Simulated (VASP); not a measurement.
PbSe: single point with LDA

The system is PbSe.

```
Pb Se
1.0
     0.00000    3.38927    3.38927
     3.38927    0.00000    3.38927
     3.38927    3.38927    0.00000
Pb Se
1 1
Direct
  0.00000 0.00000 0.00000
  0.25000 0.25000 0.25000
```

Measurements of this composition are mostly on another form, of space group No. 225.

| Quantity | Value |
| --- | --- |
| Program | VASP 6.6.1 |
| Task | single point |
| Functional | LDA |
| Potentials or basis | VASP PAW LDA potentials, release 64 (Pb_d, Se) |
| Cutoff | 520 eV |
| k mesh | 4 × 4 × 4 |
| Occupations | gaussian, width 0.05 eV |
| Spin | no spin polarisation |
| Dipole correction | no |
| Further INCAR settings | ALGO = Fast; EDIFF = 1e-06; NBANDS = 17 |

```json
{
  "Pressure": "-1.1 GPa",
  "Band gap on the k mesh": "0.38 eV, indirect (least direct gap 0.97 eV)"
}
```

Levels at points of the mesh, in eV from the valence-band top:
```
           k point  band 7  band 8  band 9  band 10  band 11  band 12  band 13  band 14
(0.00, 0.00, 0.00)   -6.42   -1.73   -1.73    -1.73     1.99     1.99     1.99     4.44
(0.50, 0.00, 0.00)   -8.03   -2.30   -2.30    -2.17     2.76     2.76     3.58     6.25
(0.50, 0.50, 0.00)   -8.40   -3.03   -3.03    -0.59     0.38     4.85     4.85     5.73
```

Run time: 11 s on 1 thread of Intel(R) Xeon(R) Platinum 8488C (Sapphire Rapids) (shared host), peak memory 0.17 GiB.

Caveat: spin-orbit coupling is left out, which as a rule narrows the gap of such compounds by several tenths of an eV. A k mesh can miss the band edges.
